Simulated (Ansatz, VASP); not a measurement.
# One calculation of AlN, two programs

```
CELL_PARAMETERS angstrom
0.00000 2.18488 2.18488
2.17461 0.00000 2.18488
2.17461 2.18488 0.00000
ATOMIC_POSITIONS crystal
Al 0.00000 0.00000 0.00000
N 0.25000 0.25000 0.25000
```

Change from the starting cell: uniaxial_x strain -0.5%.

Alike in both runs: task single point; functional r2SCAN; k mesh 10 × 10 × 10; no spin polarisation.

|  | VASP | Ansatz |
| --- | --- | --- |
| version | VASP 6.6.1 | Ansatz 0.2.0 |
| potentials or method | VASP PAW PBE potentials, release 64 (Al, N) | plane waves, PAW |
| plane-wave cutoff (eV) | 520 | 500 |
| occupations | gaussian, width 0.01 eV | fixed |
| valence electrons in the cell | 8 | 8 |

VASP gave:

| Property | Result |
| --- | --- |
| gap on the k mesh at the Fermi level (eV) | 3.91 |
| pressure (GPa) | 0.6 |
| largest component of the traceless stress (GPa) | 0.45 |

Problem. Estimate Ansatz's values.

Solution. gap on the k mesh at the Fermi level (eV): 3.92; pressure (GPa): 1.0; largest component of the traceless stress (GPa): 0.45.

Caveats: the PAW data sets were made with another functional, which shifts forces and pressure a little (VASP). A k mesh can miss the band edges.
